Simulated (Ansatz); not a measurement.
# CrGe2N4 monolayer in a perpendicular field

Aim: how the CrGe2N4 monolayer screens a field along its normal, and what the field does to its bands. A positive field points along +c.

Calculated with Ansatz 0.2.0; plane-wave DFT, PBE-D3(BJ), Ansatz PAW (set soft_1); PAW set soft_1.

## Step 1: Set-up

The cell holds 7 atoms: 4 N, 2 Ge and 1 Cr. Cell: a = 3.020 Å, b = 3.020 Å, c = 44.756 Å, α = 90.0°, β = 90.0°, γ = 120.0°. Vacuum lies along c.

As a file:

```cif
data_structure
_symmetry_space_group_name_H-M 'P 1'
_symmetry_Int_Tables_number 1
_cell_length_a 3.0200
_cell_length_b 3.0200
_cell_length_c 44.7555
_cell_angle_alpha 90.000
_cell_angle_beta 90.000
_cell_angle_gamma 120.000
_cell_volume 353.50
loop_
_atom_site_label
_atom_site_type_symbol
_atom_site_fract_x
_atom_site_fract_y
_atom_site_fract_z
_atom_site_occupancy
N1 N 0.00000 0.00000 0.42341 1
Ge2 Ge 0.33333 0.66667 0.43654 1
N3 N 0.33333 0.66667 0.47766 1
Cr4 Cr 0.00000 0.00000 0.50000 1
N5 N 0.33333 0.66667 0.52234 1
Ge6 Ge 0.33333 0.66667 0.56346 1
N7 N 0.00000 0.00000 0.57659 1
```

## Step 2: Relaxation

The starting cell is a guess, so the in-plane lattice and the atoms are relaxed first, with the slab cut off from its images along the normal.

Input file input.yaml:

```yaml
crystal:
  lattice:
    - [3.02, 0.0, 0.0]
    - [-1.51, 2.6153967194, 0.0]
    - [0.0, 0.0, 44.7555282501]
  atoms:
    - { symbol: "N", position: [0.0, 0.0, 0.4234113805] }
    - { symbol: Ge, position: [0.3333333333, 0.6666666667, 0.4365441519] }
    - { symbol: "N", position: [0.3333333333, 0.6666666667, 0.4776563915] }
    - { symbol: Cr, position: [0.0, 0.0, 0.5], spin: 1.0 }
    - { symbol: "N", position: [0.3333333333, 0.6666666667, 0.5223436085] }
    - { symbol: Ge, position: [0.3333333333, 0.6666666667, 0.5634558481] }
    - { symbol: "N", position: [0.0, 0.0, 0.5765886195] }
  periodic: [true, true, false]
magnetization:
  spin_polarized: true
kpoints:
  mp_grid: { grid: [12, 12, 1] }
hamiltonian:
  xc: pbe
  dispersion: d3bj
  pseudopotentials: { kind: paw, azcp: { folder: soft_1 } }
scf:
  occupations: { method: fermi_dirac, width: 0.05 }
  convergence: { dr2_threshold: 1.0e-09 }
relax:
  f_tol: 0.004
  max_steps: 90
  cell: {}
output:
  write_potential: true
  write_density: true
  volumetric_format: npy
```

Run with:

```console
$ ansatz run input.yaml --threads 4 --pin off --max-ram 6144MiB --backend cpu --events-out ev --progress --plain --runs-dir out
```

Numbers of over 12 decimals in the logs are rounded to 6 here.

The log of the run:

```text
Warning: relax.cell: scf.convergence.dr2_threshold = 1e-9 eV is looser than the 2.46384455509e-10 eV advised for a relaxation that steers and ends on the stress (1e-10 eV for each atom of the cell: 7, times the square of relax.cell.stress_2d_tol = 0.05 N/m over 16.9 Å (the atoms' height at the walk's start and 5 Å past either face), 2.966e-2 GPa, over a crystal's default 0.05). What an SCF threshold leaves in a stress goes as its square root, and in the free energy as the threshold itself, and one threshold admits the most on a small cell: [figures from the program's tests cut] Set scf.convergence.dr2_threshold to 2.46384455509e-10 eV or tighter. [rest of the remark cut]
Engine: ansatz 0.2.0, x86_64-unknown-linux-gnu
Pseudopotentials: kind: paw
Pseudopotential: N, paw, valence charge 5, recommended cutoff 420 eV (normal), soft_1/N.paw.azcp
Pseudopotential: Ge, paw, valence charge 14, recommended cutoff 420 eV (normal), soft_1/Ge.paw.azcp
Pseudopotential: Cr, paw, valence charge 14, recommended cutoff 420 eV (normal), soft_1/Cr.paw.azcp
Functional definition: PBE
  parameter kappa = 0.804
  parameter beta = 0.066725
  exchange = pbe_x(kappa = kappa, mu = beta*pi^2/3)
  correlation = pbe_c(beta = beta)
Crystal: 7 atoms, lattice volume = 353.501 Å³
Basis set: ecut = 420 eV, 6785 PW (Γ), exchange–correlation on 48×48×600 points (8 copies of the dense FFT grid, shifted against one another)
Bands: 39, of which v1, the nominal top of the filled ones, is band 31 counted from 1 (30 counted from 0)
Symmetry: 12 space group operations
Space group: P-6m2 (ITA 187), of the structure as read, at distance tolerance 7.1e-5 Å
Magnetic group: BNS 187.209 (UNI 1439), of the structure as read, at distance tolerance 7.1e-5 Å
k-points: 19 of 144 (time reversal used)
Non-local potential: N, projectors of the file, l = 0: 2, l = 1: 2, l = 2: 1
Non-local potential: Ge, projectors of the file, l = 0: 2, l = 1: 2, l = 2: 3, l = 3: 1
Non-local potential: Cr, projectors of the file, l = 0: 3, l = 1: 2, l = 2: 3, l = 3: 1
PAW form: soft (Blöchl's): semilocal exchange-correlation on the pseudo side does not see the compensation charge
PAW one-centre angular grid: N, 110 points (default); XC on 64 Gauss nodes
PAW one-centre angular grid: Ge, 590 points (default); XC on 64 Gauss nodes
PAW one-centre angular grid: Cr, 590 points (default); XC on 64 Gauss nodes
Initial density: superposition of atomic densities (neutral atoms: chi_scale 0, normalization atom)
Starting moments: Σ|m| = 1 μB on 1 of 7 sites
Initial wavefunctions: pseudopotential atomic-orbital guess
Functional: x = pbe(κ = 0.804, μ = 0.219515), c = pbe(β = 0.066725)
SCF iter   1: F=—  HF=-13513.724322 eV  |F-HF|=—  |Δ(HF+E_count)|=         —  Δρ=5.50e-2 (↑5.50e-2 ↓5.03e-2)  dr2=4.22e1  dr2_m=1.28e-1  M=0.521 μB ∫|m|=0.715 μB  β_m=0.30  ethr=3.10e-3  ⟨swp⟩=14.9  Hψ=10095  notcnv=0
Mixer restart at iter 1: flushing history
preconditioner: auto → Resta (q_TF=auto, 2.041 Å⁻¹)  ε∞=1.7  [insulator: Δε(μ)=0.129 eV  Ē_g=17.402 eV  σ=0.050 eV  W_gap=0.57  n_scr=28 (ndim 8)  ℏωp=14.5 eV  f_vac=0.767  D(μ)=1.01/eV (n_scr^D=10)  ε∞_Penn≈1.7  vacuum switching on, ρ_ref=2.2e-2 e/Å³]
spin=Collinear: Resta preconditioning applied to the charge; magnetization (m = ρ↑ − ρ↓) channel mixes plain (no charge-response kernel on spin).
SCF iter   2: F=—  HF=-13505.280927 eV  |F-HF|=—  |Δ(HF+E_count)|=    8.44e0  Δρ=1.48e-2 (↑1.48e-2 ↓1.39e-2)  dr2=2.32e0  dr2_m=5.53e-2  M=0.619 μB ∫|m|=0.885 μB  β_m=0.31  ethr=3.10e-3  ⟨swp⟩=5.3  Hψ=4425  notcnv=0  defer=74
SCF iter   3: F=—  HF=-13504.915055 eV  |F-HF|=—  |Δ(HF+E_count)|=   3.66e-1  Δρ=9.45e-3 (↑9.45e-3 ↓8.64e-3)  dr2=5.63e-1  dr2_m=2.62e-2  M=0.568 μB ∫|m|=0.843 μB  β_m=0.43  ethr=3.10e-3  ⟨swp⟩=3.6  Hψ=3247  notcnv=0  defer=74
SCF iter   4: F=—  HF=-13504.847052 eV  |F-HF|=—  |Δ(HF+E_count)|=   6.80e-2  Δρ=4.06e-3 (↑4.06e-3 ↓3.93e-3)  dr2=1.13e-1  dr2_m=7.02e-3  M=0.556 μB ∫|m|=0.819 μB  β_m=0.52  ethr=9.08e-4  ⟨swp⟩=3.5  Hψ=3029  notcnv=0  defer=72
SCF iter   5: F=—  HF=-13504.879953 eV  |F-HF|=—  |Δ(HF+E_count)|=         —  Δρ=2.23e-3 (↑1.92e-3 ↓2.23e-3)  dr2=4.32e-2  dr2_m=9.49e-3  M=0.490 μB ∫|m|=0.701 μB  β_m=0.52  ethr=1.82e-4  ⟨swp⟩=4.3  Hψ=3427  notcnv=0  defer=72
SCF iter   6: F=—  HF=-13504.878335 eV  |F-HF|=—  |Δ(HF+E_count)|=   1.62e-3  Δρ=1.44e-3 (↑1.44e-3 ↓1.10e-3)  dr2=2.55e-2  dr2_m=2.00e-3  M=0.496 μB ∫|m|=0.697 μB  β_m=0.47  ethr=6.96e-5  ⟨swp⟩=4.0  Hψ=3391  notcnv=0  defer=68
SCF iter   7: F=—  HF=-13504.873794 eV  |F-HF|=—  |Δ(HF+E_count)|=   4.54e-3  Δρ=7.01e-4 (↑7.01e-4 ↓6.22e-4)  dr2=3.20e-4  dr2_m=1.32e-3  M=0.491 μB ∫|m|=0.685 μB  β_m=0.69  ethr=4.10e-5  ⟨swp⟩=2.5  Hψ=2155  notcnv=0  defer=68
SCF iter   8: F=—  HF=-13504.873920 eV  |F-HF|=—  |Δ(HF+E_count)|=   1.26e-4  Δρ=3.60e-4 (↑3.60e-4 ↓2.62e-4)  dr2=5.90e-5  dr2_m=2.97e-4  M=0.486 μB ∫|m|=0.668 μB  β_m=0.64  ethr=5.17e-7  ⟨swp⟩=3.8  Hψ=3608  notcnv=0  defer=68
SCF iter   9: F=—  HF=-13504.873868 eV  |F-HF|=—  |Δ(HF+E_count)|=   5.22e-5  Δρ=1.18e-4 (↑1.18e-4 ↓8.19e-5)  dr2=1.23e-5  dr2_m=3.05e-5  M=0.484 μB ∫|m|=0.660 μB  β_m=0.81  ethr=9.52e-8  ⟨swp⟩=2.9  Hψ=3112  notcnv=0  defer=68
SCF iter  10: F=—  HF=-13504.873883 eV  |F-HF|=—  |Δ(HF+E_count)|=   1.48e-5  Δρ=2.29e-5 (↑2.29e-5 ↓1.15e-5)  dr2=2.09e-6  dr2_m=5.21e-7  M=0.483 μB ∫|m|=0.655 μB  β_m=0.79  ethr=1.98e-8  ⟨swp⟩=3.8  Hψ=3406  notcnv=0  defer=68
SCF iter  11: F=—  HF=-13504.873882 eV  |F-HF|=—  |Δ(HF+E_count)|=   6.89e-7  Δρ=4.57e-6 (↑4.57e-6 ↓4.37e-6)  dr2=1.95e-7  dr2_m=2.87e-8  M=0.483 μB ∫|m|=0.654 μB  β_m=0.90  ethr=3.37e-9  ⟨swp⟩=3.0  Hψ=3017  notcnv=0  defer=68
SCF iter  12: F=—  HF=-13504.873882 eV  |F-HF|=—  |Δ(HF+E_count)|=   6.92e-8  Δρ=5.33e-6 (↑5.33e-6 ↓2.30e-6)  dr2=1.52e-7  dr2_m=2.44e-8  M=0.483 μB ∫|m|=0.654 μB  β_m=0.83  ethr=3.14e-10  ⟨swp⟩=3.5  Hψ=3283  notcnv=0  defer=68
SCF iter  13: F=—  HF=-13504.873882 eV  |F-HF|=—  |Δ(HF+E_count)|=   1.38e-8  Δρ=1.94e-6 (↑1.94e-6 ↓1.26e-6)  dr2=2.36e-8  dr2_m=5.13e-9  M=0.483 μB ∫|m|=0.654 μB  β_m=0.79  ethr=2.46e-10  ⟨swp⟩=3.1  Hψ=2574  notcnv=0  defer=68
SCF iter  14: F=—  HF=-13504.873882 eV  |F-HF|=—  |Δ(HF+E_count)|=   3.90e-9  Δρ=4.54e-7 (↑4.54e-7 ↓4.34e-7)  dr2=1.65e-9  dr2_m=2.66e-10  M=0.482 μB ∫|m|=0.654 μB  β_m=0.81  ethr=3.81e-11  ⟨swp⟩=3.1  Hψ=2914  notcnv=0  defer=68
SCF iter  15: F=—  HF=-13504.873882 eV  |F-HF|=—  |Δ(HF+E_count)|=  3.55e-10  Δρ=2.28e-7 (↑2.28e-7 ↓1.39e-7)  dr2=3.40e-10  dr2_m=4.92e-11  M=0.482 μB ∫|m|=0.654 μB  β_m=0.84  ethr=2.67e-12  ⟨swp⟩=3.2  Hψ=2999  notcnv=0  defer=68
[...]
relax step   7: F+E_penalty+E_count = -13505.45853996 eV  Δ(F+E_penalty+E_count) = -1.060e-4 eV  max|allowed force component| = 9.872e-4 eV/Å  Δτ_max = 0.0006 Å  P = +0.010 N/m  Ω = 335.312 Å³  energy of the carried Pulay correction = +8.891e-5 eV  fix = [c, alpha, beta]  reactions: c +0.000 N/m  (9 SCF iters, accepted)
iter 1 solved again at ethr=2.23e-7 eV; its pass at ethr=3.10e-3 eV (dr2=1.38e-4 eV) is discarded
SCF iter   1: F=—  HF=-13505.458480 eV  |F-HF|=—  |Δ(HF+E_count)|=         —  Δρ=1.01e-6 (↑1.01e-6 ↓1.01e-6)  dr2=8.45e-9  dr2_m=4.69e-13  M=-0.000 μB ∫|m|=0.000 μB  β_m=0.65  ethr=2.23e-7  ⟨swp⟩=6.2  Hψ=16256  notcnv=0
eigensolver tolerance schedule: the retry pair's looser diagonalisation over-reported the residual by 16349.57 of it (diagonalisation noise at an unbounded share of the residual, at the tolerance the schedule requests for it); recorded, not acted on — ethr = c·dr2/N_el stays at c = 1.0e-1
spin=Collinear: Resta preconditioning applied to the charge; magnetization (m = ρ↑ − ρ↓) channel mixes plain (no charge-response kernel on spin).
SCF iter   2: F=—  HF=-13505.458447 eV  |F-HF|=—  |Δ(HF+E_count)|=   3.29e-5  Δρ=7.35e-7 (↑7.31e-7 ↓7.35e-7)  dr2=7.09e-9  dr2_m=1.68e-13  M=-0.000 μB ∫|m|=0.000 μB  β_m=0.30  ethr=1.36e-11  ⟨swp⟩=6.5  Hψ=6230  notcnv=0
SCF iter   3: F=—  HF=-13505.458447 eV  |F-HF|=—  |Δ(HF+E_count)|=   4.42e-9  Δρ=4.17e-7 (↑4.16e-7 ↓4.17e-7)  dr2=1.03e-9  dr2_m=2.06e-13  M=-0.000 μB ∫|m|=0.000 μB  β_m=0.65  ethr=1.14e-11  ⟨swp⟩=2.2  Hψ=2542  notcnv=0
SCF iter   4: F=—  HF=-13505.458447 eV  |F-HF|=—  |Δ(HF+E_count)|=  8.37e-11  Δρ=2.36e-7 (↑2.34e-7 ↓2.36e-7)  dr2=1.31e-9  dr2_m=7.80e-14  M=-0.000 μB ∫|m|=0.000 μB  β_m=0.54  ethr=1.66e-12  ⟨swp⟩=3.1  Hψ=3217  notcnv=0
SCF iter   5: F=—  HF=-13505.458447 eV  |F-HF|=—  |Δ(HF+E_count)|=  3.64e-11  Δρ=1.19e-7 (↑1.16e-7 ↓1.19e-7)  dr2=1.18e-10  dr2_m=5.09e-14  M=-0.000 μB ∫|m|=0.000 μB  β_m=0.57  ethr=1.66e-12  ⟨swp⟩=3.2  Hψ=2495  notcnv=0
SCF iter   6: F=—  HF=-13505.458447 eV  |F-HF|=—  |Δ(HF+E_count)|=  1.93e-10  Δρ=5.79e-8 (↑5.79e-8 ↓5.62e-8)  dr2=5.06e-11  dr2_m=1.75e-14  M=-0.000 μB ∫|m|=0.000 μB  β_m=0.55  ethr=1.00e-12  ⟨swp⟩=3.5  Hψ=2942  notcnv=0
SCF iter   7: F=-13505.458447 eV  HF=-13505.458447 eV  |F-HF|=8.57e-10  |Δ(HF+E_count)|=  1.47e-10  Δρ=2.14e-7 (↑2.12e-7 ↓2.14e-7)  dr2=9.03e-10  dr2_m=6.59e-15  M=-0.000 μB ∫|m|=0.000 μB  ethr=1.00e-12  ⟨swp⟩=11.7  Hψ=9899  notcnv=0
the starting moments were not kept: the SCF closed with an absolute magnetisation of 1.3e-7 μB, where they sum to 1 μB in size (1 site). That is at most 0.1 of that sum. Measured as dr2_m measures the in/out step, that magnetisation stands 5.6e-15 eV from none, at or under the dr2_threshold of 1.0e-9 eV: it is no larger than a step whose dr2_m would equal this threshold.
SCF 8 converged in 7 iterations: F = -13505.458447 eV  dr2 = 9.03e-10
relax step   8: F+E_penalty+E_count = -13505.45844687 eV  Δ(F+E_penalty+E_count) = +9.309e-5 eV  max|allowed force component| = 9.778e-4 eV/Å  Δτ_max = 0.0000 Å  P = +0.009 N/m  Ω = 335.312 Å³  fix = [c, alpha, beta]  reactions: c +0.000 N/m  stress off target by 8.96e-3 N/m on what of the cell is left free  SCF on the basis re-selected at this cell (its energy is not comparable with the rows above)  (7 SCF iters)
basis re-selected at this cell: Δ(F+E_penalty+E_count) = +9.309e-5 eV, ΔP = -0.001 N/m vs the last step (what re-selecting the basis moved, of the pressure what is left beyond the Pulay correction that the steps carried, after the strain that the cell walked since its last selection, with what the two solves' SCF thresholds leave and, on support functions, any second-order correction that the steps lacked; it is no m [...]
WARN: The output density's exchange-correlation potential varies sharply where the density is thin. Do not read a vacuum level from v_tot or v_xc, or from such a field of the output density. On a cell that repeats whose density bears no net charge and no dipole along the vacuum's axis use v_es (v_loc + v_h of the components); under efield.dipole_correction with no amplitude use v_es + v_field, which holds any externa [...]
SCF converged after 7 iterations
Magnetization: -0.0000 μB (31.0000 up, 31.0000 down)
Absolute magnetization: 0.0000 μB (∫|ρ↑−ρ↓|, with the PAW one-centre terms)
Spin contamination: 0.0000 ħ² per cell (⟨S²⟩ above its minimum at these occupations)
Per-site moments (μB) at R_I (Å): [(-1.5901957604768933e-9, 0.753760), (6.966356114658147e-10, 0.753760), (-2.8109545144536937e-8, 0.774820), (3.979490301017505e-8, 0.839420), (-2.810954540184472e-8, 0.774820), (6.966356672190268e-10, 0.753760), (-1.5901958241296532e-9, 0.753760)]
Free energy (F): -13505.458447 eV
Harris-Foulkes:  -13505.458447 eV  (|F-HF|=8.57e-10)
Internal energy: -13505.456321 eV  (E = F + TS)
E sigma→0 (E₀):  -13505.457384 eV
Entropy (-TS):   -0.002126 eV (-0.304 meV/atom)
Fermi energy:    -5.735709 eV
--- Per-component energies (eV) ---
  E_band       = -1515.306622
  E_kinetic    = 999.988164
  E_local      = -387757.444715  (includes V_loc(G=0)·N_el)
  E_nonlocal   = 627.553710
  E_hartree    = 193069.364411
  E_xc         = -495.113454
  E_vxc        = -577.106573  (∫ρ·V_xc dr)
  E_paw        = -5765.148914  (= ΣΔE_a)
  E_vpaw       = -947.026718  (= ΣTr[D̂ρ^β])
  E_aug_tail   = 0.004282  (compensation charges beyond the density's cutoff)
  E_ewald      = 185816.843960
  E_disp       = -1.503765  (pairwise vdW)
  E_smearing   = -0.002126  (= −TS)
  E_closure    = -0.000000  (closes the sum)
  Σ components = -13505.458447   (vs F -13505.458447, Δ=0.00e0)
--- Forces (eV/Å), atoms counted from 1 ---
  atom   1  N     -0.00000000    -0.00000000    -0.00067041
  atom   2  Ge     0.00000000     0.00000000     0.00025854
  atom   3  N      0.00000000    -0.00000000    -0.00097781
  atom   4  Cr    -0.00000000    -0.00000000    -0.00000000
  atom   5  N     -0.00000000    -0.00000000     0.00097781
  atom   6  Ge     0.00000000     0.00000000    -0.00025854
  atom   7  N     -0.00000000    -0.00000000     0.00067041
  max |Σ_I F_I| component: 5.13e-16 eV/Å
--- 2D stress c σ (N/m, compression-positive) ---
        0.008959       0.000000       0.000000
        0.000000       0.008959      -0.000000
        0.000000      -0.000000       0.000000
  P = ½ c Tr σ = 0.0090 N/m
--- Band table (eV; the first three rows and the last of 38) ---
  k-point 0 ↑: bands = [... 27 lower, -7.9814, -7.9814, -7.3663, -5.8713, -3.9374, -3.9374, -3.6517, -3.6517, ... 4 higher]
  k-point 1 ↑: bands = [... 27 lower, -8.1928, -8.0893, -7.2316, -5.8798, -4.1122, -3.9662, -3.8208, -3.7396, ... 4 higher]
  k-point 2 ↑: bands = [... 27 lower, -8.5059, -8.3639, -7.2768, -6.1293, -4.2515, -4.2211, -3.9803, -3.5386, ... 4 higher]
  k-point 18 ↓: bands = [... 27 lower, -9.3644, -8.1433, -7.6603, -6.5783, -5.6475, -4.3664, -3.6025, -3.4082, ... 4 higher]
  the weakly bound empty levels are not read free of the cell's end (no_gap_told)
--- Relaxed structure (6 steps of the walk, 6 accepted, 2 SCFs on fresh bases) ---
  F+E_penalty+E_count = -13505.45844687 eV   max|allowed force component| = 9.778e-4 eV/Å   (the final SCF, on the basis selected at the relaxed cell)
  cell:  # Å, volume = 335.3121 Å³
    - [2.941277, 0.0, 0]
    - [-1.470639, 2.547221, 0]
    - [0, 0, 44.7555282501]
  atoms:
    - { symbol: N, position: [9.700966076054717e-18, -5.310242864699118e-17, 0.417900] }
    - { symbol: Ge, position: [0.333333, 0.666667, 0.432977] }
    - { symbol: N, position: [0.333333, 0.666667, 0.474946] }
    - { symbol: Cr, position: [1.057355261855499e-17, -5.1357255561990646e-17, 0.5] }
    - { symbol: N, position: [0.333333, 0.666667, 0.525054] }
    - { symbol: Ge, position: [0.333333, 0.666667, 0.567023] }
    - { symbol: N, position: [1.1446139161055257e-17, -4.96120824769901e-17, 0.582100] }
```

It took 3.5 min on 4 threads of Intel Xeon Platinum 8259CL at 2.50GHz (Skylake/Cascade Lake), shared host; peak memory 1 GiB; 13 min of CPU time.

Relaxation path:

| step | energy less that of the first step (eV) | largest force component (eV/Å) | volume (Å³) |
| --- | --- | --- | --- |
| 1 | 0.0000 | 1.8413 | 353.50 |
| 2 | -0.5616 | 0.3478 | 339.46 |
| 3 | -0.5911 | 0.0969 | 335.05 |
| 4 | -0.5912 | 0.0526 | 335.45 |
| 5 | -0.5913 | 0.0038 | 335.49 |
| 6* | -0.5846 | 0.0033 | 335.49 |
| 7 | -0.5847 | 0.0010 | 335.31 |
| 8* | -0.5846 | 0.0010 | 335.31 |

Relaxation steps marked * repeat the geometry before them on a plane-wave basis chosen anew for their cell, so energy and pressure can jump there.

Forces are held to the 12 operations that the run works with; a distortion that breaks them can't arise in this run.

| cell as run | before | after | change |
| --- | --- | --- | --- |
| a (Å) | 3.020 | 2.941 | -2.6 % |
| b (Å) | 3.020 | 2.941 | -2.6 % |

The atoms that moved most (Å, along periodic axes as changes of fractional coordinates times the final cell, across vacuum about the mean position):

| atom | dx | dy | dz | length |
| --- | --- | --- | --- | --- |
| N1 | 0.000 | 0.000 | -0.247 | 0.247 |
| N7 | 0.000 | 0.000 | 0.247 | 0.247 |
| Ge2 | 0.000 | 0.000 | -0.160 | 0.160 |
| Ge6 | 0.000 | 0.000 | 0.160 | 0.160 |
| N5 | 0.000 | 0.000 | 0.121 | 0.121 |
| N3 | 0.000 | 0.000 | -0.121 | 0.121 |

The relaxed structure:

```xyz
7
Lattice="2.9413 0.0000 0.0000 -1.4706 2.5472 0.0000 0.0000 0.0000 44.7555" Properties=species:S:1:pos:R:3
N     0.0000    0.0000   18.7033
Ge    0.0000    1.6981   19.3781
N     0.0000    1.6981   21.2564
Cr    0.0000    0.0000   22.3778
N     0.0000    1.6981   23.4991
Ge    0.0000    1.6981   25.3774
N     0.0000    0.0000   26.0522
```

Numbers from this step:

```
energy at zero smearing : -13505.4574 eV
```

The lattice constant a goes from 3.020 to 2.941 Å.

[end of part 1 of 2]

[Logs are printed without paths, hosts, clocks, repeated set-up lines and the standing remarks that a program may print on its own settings, such as how far it seeks lower states.]

[Hosts, paths, dates, database ids (printed as entryN), source tags and the programs' standing remarks are cut or masked in the printed files.]

[Maps of the electrostatic potential energy from Ansatz leave out the sawtooth potential of an applied field or a dipole correction, so their vacuum need not be flat; planar profiles and work functions include it.]
